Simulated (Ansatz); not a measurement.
Clean, relaxed (001) surface of C, space group Fmmm (No. 69) (top face towards +c; atoms held fixed, by place in the list: 1, 2, 3, 4):

```yaml
crystal:
  lattice:
    - [2.46554, 0.00000, 0.00000]
    - [-1.23277, 2.13415, 0.00000]
    - [0.00000, 0.00000, 27.19852]
  atoms:
    - { symbol: C, position: [0.08331, 0.16662, 0.31252] }
    - { symbol: C, position: [0.41669, 0.83338, 0.31252] }
    - { symbol: C, position: [0.58331, 0.16662, 0.43751] }
    - { symbol: C, position: [0.91669, 0.83338, 0.43751] }
    - { symbol: C, position: [0.08331, 0.16662, 0.56249] }
    - { symbol: C, position: [0.41669, 0.83338, 0.56249] }
    - { symbol: C, position: [0.58331, 0.16662, 0.68748] }
    - { symbol: C, position: [0.91669, 0.83338, 0.68748] }
```

All numbers below come from DFT PBE+D3(BJ), scalar-relativistic, plane waves, PAW in Ansatz 0.2.0. Cutoff 420 eV; k points 12×12×1 on the computed 8-atom cell (Γ-centred); Gaussian smearing, width 0.10 eV; no spin polarisation. A dipole correction removes the field between periodic images along c.

H (atom) is put at the top (C) at (0.58, 0.17) site, one adsorbate per 5.3 Å², and relaxed. E_ads counts from the clean slab and the free adsorbate (spin-polarised where it has unpaired electrons); negative means bound. Heights count from the highest slab atom after relaxation. Bonded neighbours lie within 1.25 times the sum of covalent radii (1.35 for H) and, on that scale, within 12 % of the closest. With the adsorbate the cell is lengthened along c to keep the vacuum.

Q: How strongly does it bind, and where does its anchoring atom end?

A: -0.43 eV; at (0.60, 0.20), 1 bonded neighbour (C), largest slab move 0.8 Å.

Q: How high does its anchoring atom sit over the highest slab atom, and what is the shortest contact with the surface?

A: 1.17 Å; H–C 1.17 Å.

Q: The clean slab's gap is 0.13 eV. What is it with the adsorbate?

A: None (metal or semimetal).

Each end is the local minimum or symmetric point that its start leads to.

The adsorbed runs have no spin polarisation, so weakly bound open-shell ends lie too high.

The reference crystal is a form of C, which isn't its usual structure.